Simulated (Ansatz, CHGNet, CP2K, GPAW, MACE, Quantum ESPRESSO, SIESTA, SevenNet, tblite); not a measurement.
**Running NbH2(331) slab (72 atoms) with CP2K**

How do the settings of CP2K change the result for NbH2(331) slab (72 atoms)? A plane-wave run serves as the yardstick.

Main program and level: CP2K 2026.2; the method is named at each step.

**1. The starting structure**

The cell holds 72 atoms: 24 Nb and 48 H. Its edges and angles: a = 9.680 Å, b = 7.215 Å, c = 21.851 Å, α = 90.0°, β = 90.0°, γ = 102.9°. It derives from NbH2 (fluorite-type). Fluorite-type NbH2 (a = 4.563 Å), (331) slab of 8 repeat layers, 3 x 1 surface cells, 14 Å of vacuum; atoms within 2.51 Å of the bottom held; not relaxed, displaced by a Gaussian of 0.02 Å. Then every atom was moved at random, 0.05 Å r.m.s. a Cartesian component (hydrogen 0.6 of that). Vacuum lies along c.

The yardstick, on the same geometry:

```
method                 : Kohn-Sham DFT, PBE, SSSP efficiency 1.3.0 pseudopotentials, plane waves (Quantum ESPRESSO 7.5); sssp-pbe-1.3.0-efficiency, cutoffs 45/360 Ry, Γ point
r.m.s. force component : 0.6906 eV/Å
longest force          : 2.902 eV/Å
time                   : 2.8 min on 4 MPI ranks of Arm Neoverse V1, shared host
CPU time               : 11 min
```

**2. PBE, DZVP-UZH, 600/50 Ry, diagonalisation**

Method: Kohn-Sham DFT, PBE, GTH-PBE pseudopotentials, Gaussian and plane waves, DZVP-MOLOPT (UZH set), diagonalisation.

input.inp

```
&GLOBAL
  PROJECT cell
  RUN_TYPE ENERGY_FORCE
  PRINT_LEVEL LOW
&END GLOBAL
&FORCE_EVAL
  METHOD QS
  &DFT
    BASIS_SET_FILE_NAME BASIS_MOLOPT_UZH
    POTENTIAL_FILE_NAME POTENTIAL_UZH
    &MGRID
      CUTOFF 600
      REL_CUTOFF 50
      NGRIDS 5
    &END MGRID
    &QS
      EPS_DEFAULT 1.0E-12
    &END QS
    &SCF
      SCF_GUESS ATOMIC
      EPS_SCF 5.0E-06
      MAX_SCF 200
      ADDED_MOS 36
      &DIAGONALIZATION
        ALGORITHM STANDARD
      &END DIAGONALIZATION
      &SMEAR ON
        METHOD FERMI_DIRAC
        ELECTRONIC_TEMPERATURE [K] 580
      &END SMEAR
      &MIXING
        METHOD BROYDEN_MIXING
        ALPHA 0.2
        NBROYDEN 12
        BETA 0.05
      &END MIXING
      &PRINT
        &RESTART OFF
        &END RESTART
      &END PRINT
    &END SCF
    &XC
      &XC_FUNCTIONAL PBE
      &END XC_FUNCTIONAL
    &END XC
    &PRINT
      &MULLIKEN ON
      &END MULLIKEN
      &HIRSHFELD ON
        SHAPE_FUNCTION DENSITY
      &END HIRSHFELD
      &MO ON
        EIGENVALUES T
        OCCUPATION_NUMBERS T
        MO_INDEX_RANGE 169 192
        &EACH
          QS_SCF 0
        &END EACH
        ADD_LAST NUMERIC
      &END MO
    &END PRINT
  &END DFT
  &SUBSYS
    &CELL
      A 9.67958 0.00000 0.00000
      B -1.61326 7.03206 0.00000
      C 0.00000 0.00000 21.85118
    &END CELL
    &TOPOLOGY
      COORD_FILE_NAME structure.xyz
      COORD_FILE_FORMAT XYZ
    &END TOPOLOGY
    &KIND Nb
      BASIS_SET DZVP-MOLOPT-PBE-GTH-q13
      POTENTIAL GTH-PBE-q13
    &END KIND
    &KIND H
      BASIS_SET DZVP-MOLOPT-PBE-GTH-q1
      POTENTIAL GTH-PBE-q1
    &END KIND
  &END SUBSYS
  &PRINT
    &FORCES ON
    &END FORCES
  &END PRINT
&END FORCE_EVAL
```

structure.xyz

```xyz
72

Nb -1.58503 6.94486 7.26421
H 8.09913 1.01923 7.02406
H 6.46659 5.85018 7.51549
Nb 8.05594 2.54160 8.33251
H 6.44654 3.61617 8.01283
H 6.45109 1.39136 8.57593
Nb 6.47403 5.09121 9.36279
H 8.08260 6.20460 9.10233
H 8.09925 3.98401 9.59551
Nb 6.53851 0.58837 10.38171
H 8.11930 1.74479 10.18199
H 6.44604 6.56844 10.65857
Nb 8.01168 3.20289 11.47362
H 6.48863 4.35756 11.19327
H 6.45341 2.15378 11.65957
Nb 6.36665 5.85672 12.39858
H -1.51790 6.88052 12.24715
H 8.05007 4.76710 12.70690
Nb 6.51815 1.40578 13.50578
H 8.11172 2.51199 13.29338
H 8.02732 0.31961 13.79399
Nb 8.08416 3.98943 14.59178
H 6.47943 5.17482 14.33962
H 6.44326 2.86592 14.83608
Nb 4.85589 6.95105 7.24563
H 4.84605 1.01444 6.99369
H 3.21640 5.84294 7.49474
Nb 4.83624 2.49258 8.28247
H 3.22264 3.63438 8.03424
H 3.20873 1.36640 8.57768
Nb 3.23322 5.07680 9.34378
H 4.83974 6.20586 9.10298
H 4.85455 4.02916 9.67221
Nb 3.25390 0.75981 10.46453
H 4.86762 1.81153 10.14354
H 3.21874 6.51162 10.72696
Nb 4.86807 3.23524 11.43756
H 3.24852 4.37261 11.26625
H 3.16769 2.22797 11.72578
Nb 3.26928 5.81875 12.45932
H 4.80525 6.96842 12.21612
H 4.77904 4.72794 12.72132
Nb 3.29186 1.35972 13.56587
H 4.83674 2.51192 13.23548
H 4.85497 0.28824 13.76581
Nb 4.78038 3.97318 14.54349
H 3.24327 5.07307 14.27472
H 3.23993 2.84721 14.82865
Nb 1.60647 6.92482 7.26683
H 1.63732 1.04377 7.01707
H 0.00470 5.83963 7.55199
Nb 1.62899 2.50911 8.30279
H -0.00752 3.59760 8.07357
H 0.03207 1.40740 8.54316
Nb -0.02705 5.10042 9.34728
H 1.64245 6.24187 9.10692
[... 12 atom lines left out ...]
H 1.59294 0.28156 13.80579
Nb 1.66523 3.93423 14.65209
H 0.06326 5.07300 14.35338
H 0.01299 2.84201 14.79587
```

Command:

```bash
$ OMP_NUM_THREADS=1 mpirun -np 4 cp2k.psmp -i input.inp > output.txt
```

Numbers of over 12 decimals in the logs are rounded to 6 here.

Output:

```text
CP2K| version string:                                       CP2K version 2026.2
 CP2K| Input file name                                                 input.inp
 GLOBAL| Basis set file name                                    BASIS_MOLOPT_UZH
 GLOBAL| Potential file name                                       POTENTIAL_UZH
 GLOBAL| Run type                                                   ENERGY_FORCE
 GLOBAL| Total number of message passing processes                             4
 GLOBAL| Number of threads for this process                                    1
 TOTAL NUMBERS AND MAXIMUM NUMBERS
  Total number of            - Atomic kinds:                                   2
                             - Atoms:                                         72
                             - Shell sets:                                    72
                             - Shells:                                       336
                             - Primitive Cartesian functions:                384
                             - Cartesian basis functions:                    984
                             - Spherical basis functions:                    864
  Maximum angular momentum of- Orbital basis functions:                        3
                             - Local part of the GTH pseudopotential:          2
                             - Non-local part of the GTH pseudopotential:      4
 SCF PARAMETERS         Density guess:                                    ATOMIC
                        max_scf:                                             200
                        eps_scf:                                        5.00E-06
                        added MOs                                        36    0
                        Mixing method:                            BROYDEN_MIXING
                                                charge density mixing in g-space
                        Smear method:                                FERMI_DIRAC
                        Electronic temperature [K]:                        580.0
                        Electronic temperature [a.u.]:                  1.84E-03
                        Accuracy threshold:                             1.00E-10
 Extrapolation method: initial_guess
 Number of electrons:                                                        360
 Number of occupied orbitals:                                                180
 Number of molecular orbitals:                                               216
 Number of orbital functions:                                                864
 Number of independent orbital functions:                                    864
 SCF WAVEFUNCTION OPTIMIZATION
  Step     Update method      Time    Convergence         Total energy    Change
     1 NoMix/Diag. 0.20E+00    4.1     0.83793598     -1392.7516361195 -1.39E+03
     2 Broy./Diag. 0.20E+00    7.3     1.29380644     -1409.5152992217 -1.68E+01
     3 Broy./Diag. 0.20E+00    7.2     1.42419872     -1401.6533102826  7.86E+00
     4 Broy./Diag. 0.20E+00    6.9     1.06999061     -1395.2637001003  6.39E+00
[...]
32 Broy./Diag. 0.20E+00    7.6     0.00000501     -1386.8853502964  2.07E-05
    33 Broy./Diag. 0.20E+00    7.3     0.00000418     -1386.8853472963  3.00E-06
  *** SCF run converged in    33 steps ***
  Electronic density on regular grids:       -359.9999999999        0.0000000001
  Core density on regular grids:              359.9999999997       -0.0000000003
  Total charge density on r-space grids:       -0.0000000001
  Total charge density g-space grids:          -0.0000000001
  Overlap energy of the core charge distribution:               2.6818e-10
  Self energy of the core charge distribution:              -2544.400492
  Core Hamiltonian energy:                                    585.959638
  Hartree energy:                                             752.726640
  Exchange-correlation energy:                               -181.162655
  Electronic entropic energy:                                  -0.00847685
  Fermi energy:                                                 0.099254
  Total energy:                                             -1386.885347
  Total energy (extrapolated to T->0):                      -1386.881109
 MO| EIGENVALUES AND OCCUPATION NUMBERS
 MO|
 MO|  Index      Eigenvalue [a.u.]        Eigenvalue [eV]             Occupation
 MO|    169               0.069103               1.880395               2.000000
 MO|    170               0.071005               1.932141               2.000000
 MO|    171               0.071973               1.958472               1.999999
[...]
MO|    191               0.122277               3.327318               0.000007
 MO|    192               0.123514               3.360992               0.000004
 MO| Sum:                                                             360.000000
 MO| E(Fermi):            0.099254 a.u.          2.700837 eV
 !-----------------------------------------------------------------------------!
                     Mulliken Population Analysis
 #  Atom  Element  Kind  Atomic population                           Net charge
       1     Nb       1         12.619419                              0.380581
       2     H        2          1.202075                             -0.202075
       3     H        2          1.169109                             -0.169109
[...]
71     H        2          1.170919                             -0.170919
      72     H        2          1.198643                             -0.198643
 # Total charge                            360.000000                  0.000000
 !-----------------------------------------------------------------------------!
 !-----------------------------------------------------------------------------!
                           Hirshfeld Charges
  #Atom  Element  Kind  Ref Charge     Population                    Net charge
      1       Nb     1      13.000         12.640                         0.360
      2       H      2       1.000          1.182                        -0.182
      3       H      2       1.000          1.168                        -0.168
[...]
71       H      2       1.000          1.168                        -0.168
     72       H      2       1.000          1.184                        -0.184
  Total Charge                                                            0.001
 !-----------------------------------------------------------------------------!
 ENERGY| Total FORCE_EVAL ( QS ) energy [hartree]          -1386.885368
 FORCES| Atomic forces [hartree/bohr]
 FORCES|   Atom     x               y               z               |f|
 FORCES|      1 -5.18182936E-03  2.38216535E-02  4.37723220E-02   5.01032803E-02
 FORCES|      2 -5.31531731E-04  1.82851908E-03 -1.33691387E-02   1.35040690E-02
 FORCES|      3  7.26249589E-04 -4.80474683E-03 -7.88261650E-03   9.26005796E-03
[...]
FORCES|     71 -3.25152249E-03  3.93578691E-03  7.31419571E-03   8.91965672E-03
 FORCES|     72 -1.72134740E-03  3.05249309E-03  1.74311377E-02   1.77799131E-02
 FORCES| Sum     5.00910986E-06 -7.12980444E-08 -7.74082914E-07
 FORCES| Total atomic force                                       5.06906987E-06
```

Run time: 4.2 min. Hardware: 4 MPI ranks of Arm Neoverse V1, shared host; peak memory 5.6 GiB.

Banners, paths, timers and routine set-up lines are dropped from the logs unmarked, and long logs keep their key lines alone; longer cuts are marked.

Numbers from this run, and their distance from the reference:

* r.m.s. force component: 0.6829 eV/Å
* r.m.s. difference of force components: 26.7 meV/Å
* longest difference of force vectors: 119 meV/Å
* force difference over r.m.s. force: 3.866 %
* slope of forces against the reference's: 0.9882
* correlation of force components: 0.9993

Length of the force difference by element (eV/Å):

```tsv
element	atoms	mean	most
H	48	0.016	0.030
Nb	24	0.071	0.12
```

A closer look about Nb70, which bears the longest force among the free atoms: 14 atoms, nearest first, numbered in the order of the input, with positions taken from that point.

```tsv
atom	x	y	z	distance (Å)	bonds	Hirshfeld charge (e)	Fx	Fy	Fz (eV/Å)
Nb70	0.00	0.00	0.00	0.00	6	0.36	-0.13	-0.83	-2.68
H48	1.57	-1.09	0.18	1.92	3	-0.19	0.04	-0.16	0.83
H47	1.58	1.14	-0.38	1.98	3	-0.17	-0.22	0.31	0.68
H72	-1.65	-1.09	0.14	1.99	3	-0.18	-0.09	0.16	0.90
H71	-1.60	1.14	-0.30	1.99	3	-0.17	-0.17	0.20	0.38
H68	-0.03	-1.41	-1.42	2.00	4	-0.15	0.01	-0.11	1.01
H66	-0.11	0.75	-1.92	2.06	4	-0.15	0.39	0.13	0.71
Nb46	3.12	0.04	-0.11	3.12	6	0.35	0.73	-0.98	-1.81
Nb61	0.06	-0.69	-3.16	3.23	8	0.28	-1.99	0.34	-0.28
Nb43	1.63	-2.57	-1.09	3.23	7	0.34	-0.87	1.38	-1.53
Nb67	-1.72	-2.53	-1.13	3.26	7	0.33	0.81	0.59	-1.38
Nb22	-3.26	0.06	-0.06	3.26	6	0.36	0.17	-0.86	-2.30
Nb40	1.60	1.88	-2.19	3.31	8	0.29	-1.08	0.46	0.92
Nb64	-1.68	1.86	-2.16	3.31	8	0.30	0.67	0.61	0.90
```

Forces lie 3.9 % from the reference's, at 1.5 times its CPU time.

The difference per atom is largest on Nb (0.071 eV/Å on average, against 0.016 on H).

**3. PBE, TZVP-UZH, 600/50 Ry, diagonalisation**

Method: Kohn-Sham DFT, PBE, GTH-PBE pseudopotentials, Gaussian and plane waves, TZVP-MOLOPT (UZH set), diagonalisation.

Changes to input.inp since step 2:

```diff
@@ -68,8 +68,32 @@
     &END CELL
-    &TOPOLOGY
-      COORD_FILE_NAME structure.xyz
-      COORD_FILE_FORMAT XYZ
-    &END TOPOLOGY
+    &COORD
+      SCALED
+      Nb 0.00085 0.98760 0.33244
+      H 0.86088 0.14494 0.32145
+      H 0.80672 0.83193 0.34394
+      Nb 0.89250 0.36143 0.38133
+      H 0.75170 0.51424 0.36670
+      H 0.69944 0.19786 0.39247
+      Nb 0.78950 0.72400 0.42848
+      H 0.98207 0.88233 0.41656
+      H 0.93116 0.56655 0.43913
+      Nb 0.68944 0.08367 0.47511
+      H 0.88016 0.24812 0.46597
+      H 0.82162 0.93407 0.48778
+      Nb 0.90360 0.45547 0.52508
+      H 0.77362 0.61967 0.51225
+      H 0.71775 0.30628 0.53359
+      Nb 0.79655 0.83286 0.56741
+      H 0.00626 0.97845 0.56048
+      H 0.94464 0.67791 0.58152
+      Nb 0.70671 0.19991 0.61808
+      H 0.89756 0.35722 0.60836
+[... 48 atom lines left out ...]
+      H 0.17124 0.04004 0.63181
+      Nb 0.26528 0.55947 0.67054
+      H 0.12677 0.72141 0.65687
+      H 0.06870 0.40415 0.67712
+    &END COORD
     &KIND Nb
-      BASIS_SET DZVP-MOLOPT-PBE-GTH-q13
+      BASIS_SET TZVP-MOLOPT-PBE-GTH-q13
       POTENTIAL GTH-PBE-q13
@@ -77,3 +101,3 @@
     &KIND H
-      BASIS_SET DZVP-MOLOPT-PBE-GTH-q1
+      BASIS_SET TZVP-MOLOPT-PBE-GTH-q1
       POTENTIAL GTH-PBE-q1
```

Output:

```text
CP2K| version string:                                       CP2K version 2026.2
 CP2K| Input file name                                                 input.inp
 GLOBAL| Basis set file name                                    BASIS_MOLOPT_UZH
 GLOBAL| Potential file name                                       POTENTIAL_UZH
 GLOBAL| Run type                                                   ENERGY_FORCE
 GLOBAL| Total number of message passing processes                             4
 GLOBAL| Number of threads for this process                                    1
[... lines left out ...]
                        Smear method:                                FERMI_DIRAC
[... lines left out ...]
 Number of electrons:                                                        360
[... lines left out ...]
  Step     Update method      Time    Convergence         Total energy    Change
[... lines left out ...]
  *** SCF run converged in    35 steps ***
[... lines left out ...]
  Fermi energy:                                                 0.098676
  Total energy:                                             -1386.917506
  Total energy (extrapolated to T->0):                      -1386.913194
[... lines left out ...]
 MO| E(Fermi):            0.098676 a.u.          2.685114 eV
[... lines left out ...]
                           Hirshfeld Charges
  #Atom  Element  Kind  Ref Charge     Population                    Net charge
      1       Nb     1      13.000         12.638                         0.362
      2       H      2       1.000          1.184                        -0.184
      3       H      2       1.000          1.169                        -0.169
[...]
71       H      2       1.000          1.170                        -0.170
     72       H      2       1.000          1.186                        -0.186
  Total Charge                                                            0.001
 !-----------------------------------------------------------------------------!
 ENERGY| Total FORCE_EVAL ( QS ) energy [hartree]          -1386.917531
 FORCES| Atomic forces [hartree/bohr]
 FORCES|   Atom     x               y               z               |f|
 FORCES|      1 -5.15829451E-03  2.39259712E-02  4.42273666E-02   5.05481954E-02
 FORCES|      2 -5.37319796E-04  1.82255138E-03 -1.33057517E-02   1.34407379E-02
 FORCES|      3  7.36583053E-04 -4.71842141E-03 -7.88263373E-03   9.21639679E-03
[...]
FORCES|     71 -3.28292484E-03  3.86040758E-03  7.27701170E-03   8.86765140E-03
 FORCES|     72 -1.73438212E-03  3.03812943E-03  1.73593292E-02   1.77083207E-02
 FORCES| Sum     5.02123256E-06 -3.57570436E-07 -1.06394520E-06
 FORCES| Total atomic force                                       5.14515426E-06
```

Wall time 4.4 min (4 MPI ranks); peak memory 5.8 GiB.

Against the reference:

- r.m.s. force component: 0.6852 eV/Å
- r.m.s. difference of force components: 23.38 meV/Å
- longest difference of force vectors: 98.01 meV/Å
- force difference over r.m.s. force: 3.385 %
- slope of forces against the reference's: 0.9917
- correlation of force components: 0.9994

Against the first run (3.9 %), the force difference from the reference is 3.4 %, at 1.1 times the CPU time, with 1128 basis functions against 864: the larger basis brings the forces nearer.

The difference per atom is largest on Nb (0.064 eV/Å on average, against 0.013 on H).

[end of part 1 of 3]

[Also dropped from logs without a mark: logging warnings of Python, and SIESTA's first energy breakdown and zero terms.]

[Logs are printed without paths, hosts, clocks, repeated set-up lines and the standing remarks that a program may print on its own settings, such as how far it seeks lower states.]

[Hosts, paths, dates, database ids (printed as entryN), source tags and the programs' standing remarks are cut or masked in the printed files.]
